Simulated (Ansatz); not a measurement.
## Is this LiF structure a true minimum?

It was reached by relaxing an invented guess, and it needn't be the stable form of this composition.

These are results of Ansatz, DFT PBE, scalar-relativistic, plane waves, PAW, not measurements. Settings: cutoff 420 eV, Γ-centred mesh 4×6×6 on the computed 12-atom cell, Gaussian smearing of 0.02 eV; no spin polarisation.

The cell below (12 atoms, space group Aem2 (No. 39)) is relaxed within its symmetry.

```
CELL_PARAMETERS angstrom
5.59288 0.00000 0.00000
0.00000 4.86491 2.42303
0.00000 -4.86491 2.42303
ATOMIC_POSITIONS crystal
Li 0.33910 0.60166 0.78888
Li 0.66090 0.78888 0.60166
Li 0.33910 0.28888 0.10166
Li 0.66090 0.10166 0.28888
Li 0.84262 0.44497 0.94497
Li 0.15738 0.94497 0.44497
F 0.67392 0.71083 0.89909
F 0.32608 0.89909 0.71083
F 0.67392 0.39909 0.21083
F 0.32608 0.21083 0.39909
F 0.16701 0.55457 0.05457
F 0.83299 0.05457 0.55457
```

For the test it was strained at random (σ = 1.5 % a component), the atoms were moved at random (σ = 0.10 Å), and all was relaxed again on a coarse 4×4×4 mesh (in the run’s order of axes) with 0.10 eV smearing, with no symmetry imposed.

Question: What happens?

Answer: It returns, within 1 meV/atom of the unmoved cell on that mesh and with the same symmetry when read at 0.1 Å. So it is stable against the distortions that fit this cell and that this random move excites. Modes that don't fit the cell aren't tested. Another cell of LiF relaxed alike, in Fm-3m, lies 20 meV/atom lower, so this cell isn't the stable form at this level.
